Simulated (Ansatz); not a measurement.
**Formation energy of CO2**

Level of theory: DFT, PBE, scalar-relativistic, no spin polarisation; plane waves to 420 eV with PAW datasets (Ansatz 0.2.0), 10×10×10 k-mesh, Gaussian smearing of 0.05 eV; PAW files: Ansatz's generated set soft_2.

The chain of runs began from a measured cell (COD), expanded in volume. The relaxation kept the space group but changed the cell's proportions, one axis by 6 % at equal volume, so the results may not describe the measured structure.

The structure is tetragonal, space group I-42d (No. 122). The conventional cell has a = 3.965 Å, b = 3.965 Å, c = 5.983 Å, α = 90.00°, β = 90.00°, γ = 90.00°. C (site symmetry -4) has 4 O at 1.40 Å as nearest neighbours. O (site symmetry 2) is surrounded by 2 C at 1.40 Å. (Neighbours are counted to 15 % beyond the shortest distance.)

The elements were computed in their standard states (gases as isolated molecules) with the same datasets, cutoff and functional. Total energies depend on the potentials used, so only differences within one code and one set of settings carry meaning.

Energy of the relaxed cell (6 atoms, smearing extrapolated to zero): -2766.905 eV. Elements, in eV/atom: C -250.944, O -564.968.

What is the formation energy?

[-2766.905 − (2 × -250.944 + 4 × -564.968)] / 6 = -0.86 eV/atom, or -83 kJ per mole of atoms.

The value is for 0 K, without zero-point energy and without any correction for the binding of gas molecules. Uncorrected semilocal values for oxides, chalcogenides and halides often miss by tenths of an eV an atom. A negative value shows stability against the elements alone, not against other compounds or structures.

